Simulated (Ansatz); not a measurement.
System: SrO (rock salt type), 2 atoms in the cell.

```
Sr O
1.0
     0.00000    2.60000    2.60000
     2.60000    0.00000    2.60000
     2.60000    2.60000    0.00000
Sr O
1 1
Direct
  0.00000 0.00000 0.00000
  0.50000 0.50000 0.50000
```

Method: HSE06, plane waves, all-electron PAW datasets generated for the crystal, point nucleus in Ansatz.

Cutoff 340 eV; exchange singularity: regularized; k-mesh 6×6×6 Γ-centred; Fermi–Dirac smearing of 0.02 eV; no spin polarisation.

How large is the gap on this mesh, is it direct, and where do the band edges lie (fractions of the reciprocal vectors of this cell)?

4.79 eV, indirect from (0.000, 0.000, 0.000) to (0.000, -0.500, -0.500); the smallest direct gap is 4.91 eV.

List the levels near the gap at (0.000, 0.000, 0.000), (0.000, 0.167, 0.333), (0.000, 0.167, -0.333), (0.000, 0.167, -0.167), (0.000, -0.500, -0.500), in eV from the top of the valence band (v1 is the highest filled band, c1 the lowest empty one).


```csv
k,v4,v3,v2,v1,c1
"(0.000, 0.000, 0.000)",-14.73,0.00,0.00,0.00,5.23
"(0.000, 0.167, 0.333)",-14.22,-1.47,-0.55,-0.41,6.53
"(0.000, 0.167, -0.333)",-13.99,-1.79,-1.03,-0.64,7.83
"(0.000, 0.167, -0.167)",-14.13,-1.38,-0.78,-0.25,7.29
"(0.000, -0.500, -0.500)",-15.08,-0.51,-0.11,-0.11,4.79
```

A gap read on the mesh is an upper bound of this method's gap, since the mesh can miss a band edge. Spin–orbit coupling is left out; with heavy elements it can shift the gap and split levels by tenths of an eV.
